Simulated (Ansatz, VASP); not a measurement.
# InAs in two plane-wave programs, part 2 of 2

Wanted: the spread between two codes on one cell, functional and k mesh. The cell is taken from a series of runs on this material, whose earlier steps may have relaxed, scaled, displaced or heated it; both programs get it as it stands.

VASP 6.6.1 and Ansatz 0.2.0.

So far: The structure; VASP: zone-centre phonons, LDA.

### Step 2. VASP: zone-centre phonons, LDA (continued)

Level of this step: LDA; plane waves and PAW (As, In_d) (VASP).

Numbers of over 12 decimals in the logs are rounded to 6 here.

From OUTCAR (step 2):

```text
ion  position               nearest neighbor table
   1  0.754  0.754  0.754-   2 2.56   2 2.56   2 2.56   2 2.59
   2  0.996  0.996  0.996-   1 2.56   1 2.56   1 2.56   1 2.59

  LATTYP: Found a trigonal (rhomboedric) cell.
 ALAT       =     4.2809006599
 COS(alpha) =     0.5435327041

 Subroutine GETGRP returns: Found  6 space group operations
 (whereof  6 operations were pure point group operations)

The static configuration has the point symmetry C_3v.

   k-points           NKPTS =   1728   k-points in BZ     NKDIM =   1728   number of bands    NBANDS=     15

   dimension x,y,z NGX =    32 NGY =   32 NGZ =   32
   dimension x,y,z NGXF=    64 NGYF=   64 NGZF=   64

   ENCUT  =  500.0 eV  36.75 Ry    6.06 a.u.   7.81  7.81  7.81*2*pi/ulx,y,z

   NELECT =      18.0000    total number of electrons

 k-points in reciprocal lattice and weights: Points of the shifted mesh
   0.04166667  0.04166667  0.04166667       0.001
   0.04166667  0.04166667  0.12500000       0.001
   0.04166667  0.04166667  0.20833333       0.001
   0.04166667  0.04166667  0.29166667       0.001
   0.04166667  0.04166667  0.37500000       0.001
   0.04166667  0.04166667  0.45833333       0.001
   0.04166667  0.04166667  0.54166667       0.001
   0.04166667  0.04166667  0.62500000       0.001
   0.04166667  0.04166667  0.70833333       0.001
[...]
0.95833333  0.95833333  0.87500000       0.001
   0.95833333  0.95833333  0.95833333       0.001

 average (electrostatic) potential at core
       1 -52.4776       2 -95.5234

  Total        1.2561996      1.2561996      1.2561996     -0.6011937     -0.6011937     -0.6011937
  in kB       38.9032681     38.9032681     38.9032681    -18.6183771    -18.6183771    -18.6183771
  external PRESSURE =      38.9032681 kB  Pullay stress =       0.0000000 kB

  energy-cutoff  :      500.00
  volume of cell :       51.73
      direct lattice vectors                 reciprocal lattice vectors
     0.133308179  3.025585843  3.025585843    -0.176600485  0.169147785  0.169147785
     3.025585843  0.133308179  3.025585843     0.169147785 -0.176600485  0.169147785
     3.025585843  3.025585843  0.133308179     0.169147785  0.169147785 -0.176600485

 POSITION                                       TOTAL-FORCE (eV/Angst)
 -----------------------------------------------------------------------------------
      4.66286      4.66286      4.66286         0.003072      0.003072      0.003072
      6.15998      6.15998      6.15998        -0.003072     -0.003072     -0.003072
 -----------------------------------------------------------------------------------
    total drift:                               -0.000369     -0.000369     -0.000369

 Eigenvectors and eigenvalues of the dynamical matrix
 ----------------------------------------------------

   1 f  =    6.930751 THz    43.547190 2PiTHz  231.184955 cm-1    28.663268 meV
             X         Y         Z           dx          dy          dz
      4.662855  4.662855  4.662855    -0.250696    0.631015   -0.380319
      6.159985  6.159985  6.159985     0.202282   -0.509155    0.306873

   2 f  =    6.930751 THz    43.547190 2PiTHz  231.184955 cm-1    28.663268 meV
             X         Y         Z           dx          dy          dz
      4.662855  4.662855  4.662855     0.583894   -0.074838   -0.509056
      6.159985  6.159985  6.159985    -0.471134    0.060385    0.410749

   3 f  =    6.862786 THz    43.120158 2PiTHz  228.917911 cm-1    28.382191 meV
             X         Y         Z           dx          dy          dz
      4.662855  4.662855  4.662855     0.449202    0.449202    0.449202
      6.159985  6.159985  6.159985    -0.362700   -0.362700   -0.362700

   4 f/i=    0.001464 THz     0.009200 2PiTHz    0.048841 cm-1     0.006055 meV
             X         Y         Z           dx          dy          dz
      4.662855  4.662855  4.662855     0.362700    0.362700    0.362700
      6.159985  6.159985  6.159985     0.449202    0.449202    0.449202

   5 f/i=    0.003787 THz     0.023792 2PiTHz    0.126309 cm-1     0.015660 meV
             X         Y         Z           dx          dy          dz
      4.662855  4.662855  4.662855    -0.511734    0.283443    0.228291
      6.159985  6.159985  6.159985    -0.634211    0.351282    0.282929

   6 f/i=    0.003787 THz     0.023792 2PiTHz    0.126309 cm-1     0.015660 meV
             X         Y         Z           dx          dy          dz
      4.662855  4.662855  4.662855     0.031842    0.427253   -0.459096
      6.159985  6.159985  6.159985     0.039463    0.529511   -0.568975

 ELASTIC MODULI CONTR FROM IONIC RELAXATION (kBar)
 Direction    XX          YY          ZZ          XY          YZ          ZX
 --------------------------------------------------------------------------------
 XX         -12.2083     -9.6232     -9.6232     22.2589     53.4505     18.8342
 YY          -9.6232    -12.2083     -9.6232     18.8342     22.2589     53.4505
 ZZ          -9.6232     -9.6232    -12.2083     53.4505     18.8342     22.2589
 XY          22.2589     18.8342     53.4505   -376.2041     46.0171     46.0171
 YZ          53.4505     22.2589     18.8342     46.0171   -376.2041     46.0171
 ZX          18.8342     53.4505     22.2589     46.0171     46.0171   -376.2041
 --------------------------------------------------------------------------------
```

### Step 3. Ansatz: zone-centre phonons, LDA

Ansatz runs on its PAW soft_1 files.

The same cell, functional (in two slightly different forms), mesh and smearing now go to Ansatz, which takes its cutoff from its data sets.

input.yaml reads:

```yaml
crystal:
  lattice:
    - [0.1333081791, 3.0255858432, 3.0255858432]
    - [3.0255858432, 0.1333081791, 3.0255858432]
    - [3.0255858432, 3.0255858432, 0.1333081791]
  atoms:
    - { symbol: As, position: [0.753960744, 0.753960744, 0.753960744] }
    - { symbol: In, position: [-0.003960744, -0.003960744, -0.003960744] }
kpoints:
  mp_grid: { grid: [12, 12, 12], shift: [0.5, 0.5, 0.5] }
hamiltonian:
  xc: lda
  pseudopotentials: { kind: paw, azcp: { folder: soft_1 }, xc_functional: pbe }
scf:
  occupations: { method: gaussian, width: 0.015 }
output:
  eigenvalues: true
phonons:
  method: dfpt
```

On the command line:

```console
ansatz run input.yaml --threads 4 --pin off --max-ram 10240MiB --backend cpu --events-out ev --progress --plain --runs-dir out
```

Log:

```text
Engine: ansatz 0.2.0, aarch64-unknown-linux-gnu
Pseudopotentials: kind: paw
Pseudopotential: As, paw, valence charge 15, recommended cutoff 420 eV (normal), soft_1/As.paw.azcp
Pseudopotential: In, paw, valence charge 13, recommended cutoff 420 eV (normal), soft_1/In.paw.azcp
Functional definition: SPW92
  exchange = slater_x
  correlation = pw_c
Crystal: 2 atoms, lattice volume = 51.735 Å³
Basis set: ecut = 420 eV, 1007 PW (Γ), exchange–correlation on 60×60×60 points (8 copies of the dense FFT grid, shifted against one another)
Bands: 18, of which v1, the nominal top of the filled ones, is band 14 counted from 1 (13 counted from 0)
Symmetry: 6 space group operations
k-points: 468 of 1728 (irreducible under 2 space group operations, time reversal used)
Non-local potential: As, projectors of the file, l = 0: 2, l = 1: 2, l = 2: 3, l = 3: 1
Non-local potential: In, projectors of the file, l = 0: 2, l = 1: 2, l = 2: 2, l = 3: 1
PAW form: soft (Blöchl's): semilocal exchange-correlation on the pseudo side does not see the compensation charge
PAW frozen core: As, regenerated for the run's functional, and the local potential with it (the file was generated under x = pbe(κ = 0.804, μ = 0.219515), c = pbe(β = 0.066725))
PAW frozen core: In, regenerated for the run's functional, and the local potential with it (the file was generated under x = pbe(κ = 0.804, μ = 0.219515), c = pbe(β = 0.066725))
PAW one-centre angular grid: As, 590 points (default); XC on 64 Gauss nodes
PAW one-centre angular grid: In, 590 points (default); XC on 64 Gauss nodes
Initial density: superposition of atomic densities (chi_scale 0.1, normalization cell, long waves kept (reshape's long-wave potential 0.00 eV rms))
Initial wavefunctions: pseudopotential atomic-orbital guess
Functional: x = slater, c = lda
SCF iter   1: F=—  HF=-10231.372071 eV  |F-HF|=—  |Δ(HF+E_count)|=         —  Δρ=2.99e-2  dr2=4.24e-1  ethr=3.10e-3  ⟨swp⟩=6.0  Hψ=42805  notcnv=0
preconditioner: auto → none  [insulator: Δε(μ)=0.302 eV  Ē_g=14.943 eV  σ=0.015 eV  W_gap=1.00  n_scr=14 (ndim 8)  ℏωp=21.9 eV  f_vac=0.001  D(μ)=0.00/eV (n_scr^D=0)  ε∞_Penn≈3.1]
SCF iter   2: F=—  HF=-10231.248452 eV  |F-HF|=—  |Δ(HF+E_count)|=   1.24e-1  Δρ=1.33e-2  dr2=6.62e-2  ethr=1.51e-3  ⟨swp⟩=2.0  Hψ=14040  notcnv=0
SCF iter   3: F=—  HF=-10231.233453 eV  |F-HF|=—  |Δ(HF+E_count)|=   1.50e-2  Δρ=2.73e-3  dr2=7.62e-3  ethr=2.36e-4  ⟨swp⟩=2.4  Hψ=17094  notcnv=0
SCF iter   4: F=—  HF=-10231.230074 eV  |F-HF|=—  |Δ(HF+E_count)|=   3.38e-3  Δρ=7.74e-4  dr2=1.53e-4  ethr=2.72e-5  ⟨swp⟩=3.0  Hψ=18540  notcnv=0
SCF iter   5: F=—  HF=-10231.230097 eV  |F-HF|=—  |Δ(HF+E_count)|=   2.29e-5  Δρ=2.09e-4  dr2=7.93e-6  ethr=5.45e-7  ⟨swp⟩=3.0  Hψ=16820  notcnv=0
SCF iter   6: F=—  HF=-10231.230104 eV  |F-HF|=—  |Δ(HF+E_count)|=   7.09e-6  Δρ=4.92e-5  dr2=1.39e-6  ethr=2.83e-8  ⟨swp⟩=2.6  Hψ=14037  notcnv=0
SCF iter   7: F=—  HF=-10231.230103 eV  |F-HF|=—  |Δ(HF+E_count)|=   1.37e-6  Δρ=6.50e-6  dr2=1.12e-8  ethr=4.95e-9  ⟨swp⟩=2.1  Hψ=13801  notcnv=0
SCF iter   8: F=—  HF=-10231.230103 eV  |F-HF|=—  |Δ(HF+E_count)|=   8.16e-9  Δρ=1.19e-6  dr2=5.84e-10  ethr=4.00e-11  ⟨swp⟩=2.0  Hψ=14968  notcnv=0
SCF iter   9: F=—  HF=-10231.230103 eV  |F-HF|=—  |Δ(HF+E_count)|=  3.60e-10  Δρ=3.21e-7  dr2=1.95e-11  ethr=2.08e-12  ⟨swp⟩=2.0  Hψ=14976  notcnv=0
SCF iter  10: F=-10231.230103 eV  HF=-10231.230103 eV  |F-HF|=5.46e-12  |Δ(HF+E_count)|=  7.28e-12  Δρ=3.75e-8  dr2=5.67e-13  ethr=1.00e-12  ⟨swp⟩=5.0  Hψ=34260  notcnv=0
SCF 1 converged in 10 iterations: F = -10231.230103 eV  dr2 = 5.67e-13
  greatest PAW one-centre occupation: 0.999 electrons in one spin orbital (limit 2), on the As atom at site 0 (counted from 0), in its partial waves of l = 2
DFPT response loops at Γ: preconditioner auto → Resta (q_TF=auto, 2.463 Å⁻¹)  ε∞=19.5 (no band partly filled); β = 1.00, the filter's whole step (`scf.mixing.beta` (0.50) is not read by the response loops at its default; to damp them type it under 1.00, their step now; it binds the ground state too); Broyden in place of MSR1
SCF converged after 10 iterations
Free energy (F): -10231.230103 eV
Harris-Foulkes:  -10231.230103 eV  (|F-HF|=5.46e-12)
Internal energy: -10231.230103 eV  (E = F + TS)
E sigma→0 (E₀):  -10231.230103 eV
Fermi energy:    8.518730 eV
--- Per-component energies (eV) ---
  E_band       = -305.612034
  E_kinetic    = 320.435867
  E_local      = -3393.179914  (includes V_loc(G=0)·N_el)
  E_nonlocal   = -59.380713
  E_hartree    = 1694.900120
  E_xc         = -213.214152
  E_vxc        = -165.807091  (∫ρ·V_xc dr)
  E_paw        = -6001.986530  (= ΣΔE_a)
  E_vpaw       = -397.480485  (= ΣTr[D̂ρ^β])
  E_aug_tail   = 0.000051  (compensation charges beyond the density's cutoff)
  E_ewald      = -2581.164595
  E_core_change = 2.359764  (= ΣΔE_core)
  E_smearing   = -0.000000  (= −TS)
  E_closure    = -0.000000  (closes the sum)
  Σ components = -10231.230103   (vs F -10231.230103, Δ=0.00e0)
--- Band table (eV; the first three rows and the last of 468) ---
  k-point 0: bands = [... 10 lower, -4.0894, 7.2876, 8.4389, 8.4389, 8.5975, 11.8403, 12.4224, 12.4224]
  k-point 1: bands = [... 10 lower, -3.9795, 6.5768, 7.8147, 8.3719, 9.3491, 12.0747, 12.5056, 12.5367]
  k-point 2: bands = [... 10 lower, -3.7108, 5.4748, 7.3089, 8.1259, 9.6477, 12.5960, 12.7532, 12.8885]
  k-point 467: bands = [... 10 lower, -2.3279, 2.1707, 6.7517, 7.2514, 9.1493, 12.7283, 12.9326, 14.9843]
--- Phonons (Γ-DFPT): 2 representative perturbations + reference, on 468 of 1728 k-points (Σ response iterations 6) ---
  k mesh reduced under 2 symmetry operations, with k and −k counted as one. Each operation leaves every solved perturbation unchanged. A smaller set is not used because it would not reduce the number of displacements times k-points to solve
  ASR residual: 2.977e-5 → 0.000e0 eV/Å²; symmetrization residual: 2.263e-5 eV/Å²
  ASR residual per site (eV/Å²): 2.98e-5 6.70e-6
  Γ frequencies (cm⁻¹): 0.00 0.00 0.00 228.02 230.57 230.57
  non-analytic LO–TO correction: not included (Born effective charges unavailable; polar crystals: no LO–TO splitting at Γ)
```

The column dr2 measures how far the density is from self-consistency, as an energy; F and HF (Harris–Foulkes) agree once it is small.

### Step 4. Comparison

Known differences besides the potentials themselves: the data sets hold 28 valence electrons in Ansatz (on its PAW soft_1 files) and 18 in VASP; the cutoff is 420 eV in Ansatz and 500 eV in VASP; VASP's log shows a relativistic correction to its local exchange, Ansatz's none. Total energies have different zeros and are not compared.

Compared:

```csv
quantity,Ansatz,VASP,difference
optical mode 1 (cm⁻¹),228.0,228.9,-0.39 %
optical mode 2 to 3 (cm⁻¹),230.6,231.2,-0.27 %
```

Modes are paired by rising frequency, not by their patterns, so a pair may set unlike modes beside each other; they are those without the splitting of longitudinal modes.

### Step 5. Summary of results

```yaml
r_m_s_difference_of_the_optical_zone_centre_modes_each_program_s_sorted_by_frequency_zone_centre_phonons_lda: 0.72 cm⁻¹
```

In words: The r.m.s. difference of the optical zone-centre modes, each program's sorted by frequency is 0.72 cm⁻¹ (zone-centre phonons, LDA). The data sets hold unlike numbers of valence electrons (28 in Ansatz and 18 in VASP), so part of the differences comes from the potentials. How closely two codes agree says nothing of how well the functional describes the real material.

[Lines on the potential files, build, host, timing and source positions are cut from VASP's logs without a mark.]

[Logs are printed without paths, hosts, clocks, repeated set-up lines and the standing remarks that a program may print on its own settings, such as how far it seeks lower states.]

[Hosts, paths, dates, database ids (printed as entryN), source tags and the programs' standing remarks are cut or masked in the printed files.]
